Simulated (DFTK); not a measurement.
## Si2Ni in DFTK: convergence with k mesh

Crystal: Si2Ni.

```
Ni Si
1.0
     0.00000    2.83190    2.83190
     2.83190    0.00000    2.83190
     2.83190    2.83190    0.00000
Ni Si
1 2
Direct
  0.00000 0.00000 0.00000
  0.75000 0.75000 0.75000
  0.25000 0.25000 0.25000
```

The cell isn't the ideal one: cell stretched.

| Quantity | Value |
| --- | --- |
| Program | DFTK 0.8.2 |
| Task | convergence study |
| Functional | PBEsol |
| Potentials or basis | SG15 1.2 (PBE) |
| Cutoff | 1225 eV |
| k mesh | 1 × 1 × 1 |
| Occupations | gaussian, width 0.1 eV |
| Spin | collinear spin, ferromagnetic start |
| Starting moments | [1.0, 0.0, 0.0] μB |

These are the settings of the first run; the series varies k mesh, with any setting tied to it.

Hardware: 1 thread of AMD EPYC 9R45 96-Core Processor (Zen 5) (shared host).

Task: The values tried are 1 × 1 × 1, 3 × 3 × 3, 4 × 4 × 4, 5 × 5 × 5, 7 × 7 × 7, 8 × 8 × 8, 10 × 10 × 10, 12 × 12 × 12, loosest first. From which on does the energy stay within 1 meV/atom of the tightest run that finished?

Result: From 10 × 10 × 10 on.

| k mesh | energy less the tightest run, at zero smearing (meV/atom) | pressure (GPa) | absolute moment (μB) | gap on the mesh (eV) | SCF cycles |
| --- | --- | --- | --- | --- | --- |
| 1 × 1 × 1 | 6414.86 | 75.76 | 4.00 | 0.818 | 15 |
| 3 × 3 × 3 | 104.62 | -14.64 | 0.05 | 0.000 | 16 |
| 4 × 4 × 4 | 39.50 | -16.03 | 0.00 | 0.000 | 13 |
| 5 × 5 × 5 | 15.70 | -16.16 | 0.00 | 0.000 | 11 |
| 7 × 7 × 7 | -0.33 | -15.98 | 0.00 | 0.000 | 12 |
| 8 × 8 × 8 | -1.96 | -15.52 | 0.00 | 0.000 | 11 |
| 10 × 10 × 10 | -0.62 | -15.86 | 0.00 | 0.000 | 11 |
| 12 × 12 × 12 | 0.00 | -15.75 | 0.00 | 0.000 | 10 |

Against the tightest run, the absolute moment stays within 0.02 μB from 4 × 4 × 4 on; the gap on the mesh stays within 0.01 eV from 3 × 3 × 3 on. Not settled before the last step: the pressure (to 0.1 GPa). Meshes of other sizes hit other points, so gaps and Fermi surfaces needn't settle smoothly. The tightest run that finished is the yardstick and may itself not be fully converged.

Caveat, for the tightest run too: the starting moments collapsed, and a magnetic state may lie lower; the potentials were made for another functional, which shifts forces and pressure.
